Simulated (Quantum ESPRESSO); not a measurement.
# AlN (P6_3mc) in Quantum ESPRESSO: settings compared, part 2 of 3

Quantum ESPRESSO 7.5. Earlier steps stand in the parts before.

## Step 3: Phonons, BLYP

pw.in reads:

```
&CONTROL
  calculation = 'scf'
  prefix = 'pwscf'
  outdir = './tmp'
  pseudo_dir = './pseudo'
  tprnfor = .true.
  tstress = .true.
  disk_io = 'low'
/
&SYSTEM
  ibrav = 0
  nat = 4
  ntyp = 2
  ecutwfc = 84
  nbnd = 14
  input_dft = 'blyp'
  occupations = 'smearing'
  smearing = 'fd'
  degauss = 0.00367493
/
&ELECTRONS
  conv_thr = 8d-10
  electron_maxstep = 120
  mixing_beta = 0.5
/
ATOMIC_SPECIES
Al    26.9815 Al.upf
N     14.0070 N.upf
CELL_PARAMETERS angstrom
   3.1130000000    0.0000000000    0.0000000000
  -1.5565000000    2.6959370820    0.0000000000
   0.0000000000    0.0000000000    4.9810000000
ATOMIC_POSITIONS crystal
Al     0.6666666667    0.3333333333    0.5000000000
Al     0.3333333333    0.6666666667    0.0000000000
N      0.6666666667    0.3333333333    0.8800000000
N      0.3333333333    0.6666666667    0.3800000000
K_POINTS automatic
6 6 4 0 0 1
```

relax.in reads:

```
&CONTROL
  calculation = 'vc-relax'
  prefix = 'pwscf'
  outdir = './tmp'
  pseudo_dir = './pseudo'
  tprnfor = .true.
  tstress = .true.
  disk_io = 'low'
  nstep = 40
  forc_conv_thr = 0.0001
  etot_conv_thr = 1d-06
/
&SYSTEM
  ibrav = 0
  nat = 4
  ntyp = 2
  ecutwfc = 84
  nbnd = 14
  input_dft = 'blyp'
  occupations = 'smearing'
  smearing = 'fd'
  degauss = 0.00367493
/
&ELECTRONS
  conv_thr = 8d-10
  electron_maxstep = 120
  mixing_beta = 0.5
/
&IONS
  ion_dynamics = 'bfgs'
/
&CELL
  cell_dynamics = 'bfgs'
  press = 0
  press_conv_thr = 0.2
/
ATOMIC_SPECIES
Al    26.9815 Al.upf
N     14.0070 N.upf
CELL_PARAMETERS angstrom
   3.1130000000    0.0000000000    0.0000000000
  -1.5565000000    2.6959370820    0.0000000000
   0.0000000000    0.0000000000    4.9810000000
ATOMIC_POSITIONS crystal
Al     0.6666666667    0.3333333333    0.5000000000
Al     0.3333333333    0.6666666667    0.0000000000
N      0.6666666667    0.3333333333    0.8800000000
N      0.3333333333    0.6666666667    0.3800000000
K_POINTS automatic
6 6 4 0 0 1
```

scf2.in reads:

```
&CONTROL
  calculation = 'scf'
  prefix = 'pwscf'
  outdir = './tmp'
  pseudo_dir = './pseudo'
  tprnfor = .true.
  tstress = .true.
  disk_io = 'low'
/
&SYSTEM
  ibrav = 0
  nat = 4
  ntyp = 2
  ecutwfc = 84
  nbnd = 14
  input_dft = 'blyp'
  occupations = 'fixed'
/
&ELECTRONS
  conv_thr = 1d-13
  electron_maxstep = 120
  mixing_beta = 0.5
  startingpot = 'file'
  startingwfc = 'file'
/
ATOMIC_SPECIES
Al    26.9815 Al.upf
N     14.0070 N.upf
CELL_PARAMETERS angstrom
   3.1521580582    0.0000000000    0.0000000000
  -1.5760790291    2.7298489551    0.0000000000
   0.0000000000    0.0000000000    5.0655411166
ATOMIC_POSITIONS crystal
Al     0.6666666667    0.3333333333    0.4995153515
Al     0.3333333333    0.6666666667   -0.0004846485
N      0.6666666667    0.3333333333    0.8804846485
N      0.3333333333    0.6666666667    0.3804846485
K_POINTS automatic
6 6 4 0 0 1
```

ph.in reads:

```
phonons of AlN
&INPUTPH
  prefix = 'pwscf'
  outdir = './tmp'
  tr2_ph = 1d-16
  fildyn = 'dyn'
  niter_ph = 60
  alpha_mix(1) = 0.7
  epsil = .true.
/
0.0000000000 0.0000000000 0.0000000000
```

dynmat.in reads:

```
&INPUT
  fildyn = 'dyn'
  asr = 'crystal'
  lperm = .true.
  filout = 'dynmat.disp'
  fileig = 'dynmat.eig'
/
```

dynmat_lo.in reads:

```
&INPUT
  fildyn = 'dyn'
  asr = 'crystal'
  filout = 'dynmat_lo.disp'
  fileig = 'dynmat_lo.eig'
  q(1) = 0
  q(2) = 0
  q(3) = 1
/
```

Potentials or basis: PseudoDojo 0.4.1 SR PBE standard.

Run with:

```
OMP_NUM_THREADS=1 pw.x -in pw.in > pw.out
OMP_NUM_THREADS=1 pw.x -in relax.in > relax.out
OMP_NUM_THREADS=1 pw.x -in scf2.in > scf2.out
OMP_NUM_THREADS=1 ph.x -in ph.in > ph.out
OMP_NUM_THREADS=1 dynmat.x -in dynmat.in > dynmat.out
OMP_NUM_THREADS=1 dynmat.x -in dynmat_lo.in > dynmat_lo.out
```

pw.out:

```text
This program is part of the open-source Quantum ESPRESSO suite
     for quantum simulation of materials; please cite
         "P. Giannozzi et al., J. Phys.:Condens. Matter 21 395502 (2009);
         "P. Giannozzi et al., J. Phys.:Condens. Matter 29 465901 (2017);
         "P. Giannozzi et al., J. Chem. Phys. 152 154105 (2020);
     in publications or presentations arising from this work. More details at

     IMPORTANT: XC functional enforced from input :
     Exchange-correlation= BLYP
                           (   1   3   1   3   0   0   0)
     Any further DFT definition will be discarded
     Please, verify this is what you really want

     Message from routine setup:
     using ibrav=0 with symmetry is DISCOURAGED, use correct ibrav instead

     G-vector sticks info
     --------------------
     sticks:   dense  smooth     PW     G-vecs:    dense   smooth      PW
     Sum         805     805    241                29383    29383    4685

     Using Slab Decomposition

     bravais-lattice index     =            0
     lattice parameter (alat)  =       5.8827  a.u.
     unit-cell volume          =     282.0993 (a.u.)^3
     number of atoms/cell      =            4
     number of atomic types    =            2
     number of electrons       =        16.00
     number of Kohn-Sham states=           14
     kinetic-energy cutoff     =      84.0000  Ry
     charge density cutoff     =     336.0000  Ry
     scf convergence threshold =      8.0E-10
     mixing beta               =       0.5000
     number of iterations used =            8  plain     mixing
     Exchange-correlation= BLYP
                           (   1   3   1   3   0   0   0)

     celldm(1)=   5.882717  celldm(2)=   0.000000  celldm(3)=   0.000000
     celldm(4)=   0.000000  celldm(5)=   0.000000  celldm(6)=   0.000000

     crystal axes: (cart. coord. in units of alat)
               a(1) = (   1.000000   0.000000   0.000000 )
               a(2) = (  -0.500000   0.866025   0.000000 )
               a(3) = (   0.000000   0.000000   1.600064 )

[... 37 lines left out ...]
         2        Al     tau(   2) = (  -0.0000000   0.5773503   0.0000000  )
         3        N      tau(   3) = (   0.5000000   0.2886751   1.4080565  )
         4        N      tau(   4) = (  -0.0000000   0.5773503   0.6080244  )

     number of k points=    14  Fermi-Dirac smearing, width (Ry)=  0.0037
                       cart. coord. in units 2pi/alat
        k(    1) = (   0.0000000   0.0000000   0.0781219), wk =   0.0277778
        k(    2) = (   0.0000000   0.0000000   0.2343656), wk =   0.0277778
        k(    3) = (   0.0000000   0.1924501   0.0781219), wk =   0.1666667
        k(    4) = (   0.0000000   0.1924501   0.2343656), wk =   0.1666667
        k(    5) = (   0.0000000   0.3849002   0.0781219), wk =   0.1666667
        k(    6) = (   0.0000000   0.3849002   0.2343656), wk =   0.1666667
        k(    7) = (   0.0000000  -0.5773503   0.0781219), wk =   0.0833333
        k(    8) = (   0.0000000  -0.5773503   0.2343656), wk =   0.0833333
        k(    9) = (   0.1666667   0.2886751   0.0781219), wk =   0.1666667
        k(   10) = (   0.1666667   0.2886751   0.2343656), wk =   0.1666667
        k(   11) = (   0.1666667   0.4811252   0.0781219), wk =   0.3333333
        k(   12) = (   0.1666667   0.4811252   0.2343656), wk =   0.3333333
        k(   13) = (   0.3333333   0.5773503   0.0781219), wk =   0.0555556
        k(   14) = (   0.3333333   0.5773503   0.2343656), wk =   0.0555556

     Dense  grid:    29383 G-vectors     FFT dimensions: (  36,  36,  60)

     Initial potential from superposition of free atoms

     starting charge      15.9951, renormalised to      16.0000
     Starting wfcs are   16 randomized atomic wfcs

     Self-consistent Calculation

     iteration #  1     ecut=    84.00 Ry     beta= 0.50
     Davidson diagonalization with overlap
     ethr =  1.00E-02,  avg # of iterations =  4.0

     total energy              =     -50.55898123 Ry
     estimated scf accuracy    <       1.39636148 Ry
[... 64 lines left out ...]
     iteration # 11     ecut=    84.00 Ry     beta= 0.50
     Davidson diagonalization with overlap
     ethr =  6.64E-11,  avg # of iterations =  2.1

     End of self-consistent calculation

          k = 0.0000 0.0000 0.0781 (  3669 PWs)   bands (ev):

    -7.4382  -5.5095   1.9514   6.7771   6.7771   7.2383   7.3695   7.3695
    12.3836  14.5507  18.3448  18.9457  18.9457  20.4486
[... 23 lines left out ...]
    -5.8957  -5.3666   2.7512   3.2868   5.3819   6.1350   6.5810   6.6142
    13.5312  14.2541  16.9736  17.8525  19.1098  19.8017

          k = 0.0000-0.5774 0.0781 (  3654 PWs)   bands (ev):

    -5.5460  -4.9128   2.1903   3.3095   4.5496   5.5936   6.0773   6.8581
    13.4138  13.7728  16.4737  17.8037  18.9126  20.0147

          k = 0.0000-0.5774 0.2344 (  3674 PWs)   bands (ev):

    -5.3454  -5.0790   1.9976   2.4296   5.7154   5.9162   6.4334   6.5228
    12.9198  13.6494  16.8945  17.5978  19.1632  19.9733

          k = 0.1667 0.2887 0.0781 (  3675 PWs)   bands (ev):
[... 26 lines left out ...]
    -5.0160  -5.0160   2.9681   2.9681   3.4645   4.2998   6.6174   6.6174
    14.6019  15.8227  15.9582  15.9582  19.6187  19.6187

     the Fermi energy is    10.1161 ev

!    total energy              =     -50.97797041 Ry
     estimated scf accuracy    <          1.9E-10 Ry
     smearing contrib. (-TS)   =       0.00000000 Ry
     internal energy E=F+TS    =     -50.97797041 Ry

     The total energy is F=E-TS. E is the sum of the following terms:
     one-electron contribution =      -2.24747108 Ry
     hartree contribution      =      11.62308303 Ry
     xc contribution           =     -16.86713408 Ry
     ewald contribution        =     -43.48644828 Ry

     convergence has been achieved in  11 iterations

     Forces acting on atoms (cartesian axes, Ry/au):

     atom    1 type  1   force =     0.00000000    0.00000000   -0.00489151
     atom    2 type  1   force =    -0.00000000   -0.00000000   -0.00489151
     atom    3 type  2   force =    -0.00000000   -0.00000000    0.00489151
     atom    4 type  2   force =     0.00000000    0.00000000    0.00489151

     Total force =     0.009783     Total SCF correction =     0.000002

     Computing stress (Cartesian axis) and pressure

          total   stress  (Ry/bohr**3)                   (kbar)     P=       82.60
   0.00051780   0.00000000  -0.00000000           76.17        0.00       -0.00
   0.00000000   0.00051780  -0.00000000            0.00       76.17       -0.00
  -0.00000000  -0.00000000   0.00064883           -0.00       -0.00       95.45

=------------------------------------------------------------------------------=
   JOB DONE.
=------------------------------------------------------------------------------=
```

relax.out:

```text
This program is part of the open-source Quantum ESPRESSO suite
     for quantum simulation of materials; please cite
         "P. Giannozzi et al., J. Phys.:Condens. Matter 21 395502 (2009);
         "P. Giannozzi et al., J. Phys.:Condens. Matter 29 465901 (2017);
         "P. Giannozzi et al., J. Chem. Phys. 152 154105 (2020);
[... 1311 lines left out ...]
  -0.00000000   0.00000145  -0.00000000           -0.00        0.21       -0.00
   0.00000000   0.00000000   0.00000051            0.00        0.00        0.08

=------------------------------------------------------------------------------=
   JOB DONE.
=------------------------------------------------------------------------------=
```

scf2.out:

```text
This program is part of the open-source Quantum ESPRESSO suite
     for quantum simulation of materials; please cite
         "P. Giannozzi et al., J. Phys.:Condens. Matter 21 395502 (2009);
         "P. Giannozzi et al., J. Phys.:Condens. Matter 29 465901 (2017);
         "P. Giannozzi et al., J. Chem. Phys. 152 154105 (2020);
[... 229 lines left out ...]
   0.00000000   0.00000147   0.00000000            0.00        0.22        0.00
   0.00000000   0.00000000   0.00000053            0.00        0.00        0.08

=------------------------------------------------------------------------------=
   JOB DONE.
=------------------------------------------------------------------------------=
```

Run time: 6.2 min. Hardware: 1 thread of Arm Neoverse V1, shared host; peak memory 0.08 GiB.

What came out:

```yaml
Free_energy: -693.6365 eV
Relaxed_volume: 10.90 Å³/atom
Relaxed_cell: a = 3.152 Å, b = 3.152 Å, c = 5.066 Å, α = 90.00°, β = 90.00°, γ = 120.00°
Space_group_after_relaxing_to_0.05_Å: P6_3mc (No. 186)
Pressure_after_relaxing: 0.0 GPa
Electronic_dielectric_tensor_diagonal: 4.32, 4.32, 4.46
Born_charges_mean_of_the_diagonal: Al +2.57; N -2.58 e
Highest_phonon_frequency_at_Γ_LO-TO_splitting_left_out: 706 cm⁻¹
Static_dielectric_tensor_diagonal: 8.24, 8.24, 9.66
```

Forces on the atoms (eV/Å):
```
Al   0.000  0.000  0.002
Al   0.000  0.000  0.002
N    0.000  0.000 -0.002
N    0.000  0.000 -0.002
```

The path:
| step | energy change (eV) | largest force (eV/Å) | pressure (GPa) | volume (Å³) |
| --- | --- | --- | --- | --- |
| 1 | 0.0000 | 0.1258 | 8.26 | 41.80 |
| 2 | -0.0457 | 0.0036 | -0.01 | 43.59 |
| 3 | -0.0457 | 0.0038 | 0.00 | 43.59 |
| 4 | -0.0457 | 0.0044 | 0.00 | 43.59 |
| 5 | -0.0457 | 0.0024 | 0.00 | 43.59 |

Final structure:
```cif
data_structure
_symmetry_space_group_name_H-M 'P 1'
_symmetry_Int_Tables_number 1
_cell_length_a 3.1522
_cell_length_b 3.1522
_cell_length_c 5.0655
_cell_angle_alpha 90.000
_cell_angle_beta 90.000
_cell_angle_gamma 120.000
_cell_volume 43.59
loop_
_atom_site_label
_atom_site_type_symbol
_atom_site_fract_x
_atom_site_fract_y
_atom_site_fract_z
_atom_site_occupancy
Al1 Al 0.66667 0.33333 0.49952 1
Al2 Al 0.33333 0.66667 0.99952 1
N1 N 0.66667 0.33333 0.88048 1
N2 N 0.33333 0.66667 0.38048 1
```

Phonon frequencies in cm⁻¹ (negative: imaginary):
| q point | frequencies |
| --- | --- |
| (0.000, 0.000, 0.000) | -6 -6 -2 245 245 532 580 617 617 633 633 706 |

Electronic dielectric tensor:
```
4.32 0.00 0.00
0.00 4.32 0.00
0.00 0.00 4.46
```

Born effective charge tensors (e):
atom 1, Al
```
2.52 0.00 0.00
0.00 2.52 0.00
0.00 0.00 2.67
```
atom 2, Al
```
2.52 0.00 0.00
0.00 2.52 0.00
0.00 0.00 2.67
```
atom 3, N
```
-2.54  0.00  0.00
 0.00 -2.54  0.00
 0.00  0.00 -2.67
```
atom 4, N
```
-2.54  0.00  0.00
 0.00 -2.54  0.00
 0.00  0.00 -2.67
```

Optical modes at Γ, degenerate ones joined, polar ones without the macroscopic field:
```tsv
cm⁻¹	components	symmetry	active in	IR intensity, summed ((D/Å)²/amu)
245	2	E2	Raman	0.00
532	1	B1	silent	0.00
580	1	A1	IR and Raman	35.75
617	2	E2	Raman	0.00
633	2	E1	IR and Raman	64.01
706	1	B1	silent	0.00
```

Zone-centre frequencies without and with the macroscopic field along z (cm⁻¹):
```
                      optical modes in rising order
       without  245 245 532 580 617 617 633 633 706
with the field  245 245 532 617 617 633 633 706 854
```

Static dielectric tensor, electrons and zone-centre modes:
```
8.24 0.00 0.00
0.00 8.24 0.00
0.00 0.00 9.66
```

Caveat: the potentials were made for another functional, which shifts forces and pressure.

(Continued in part 3 of 3.)
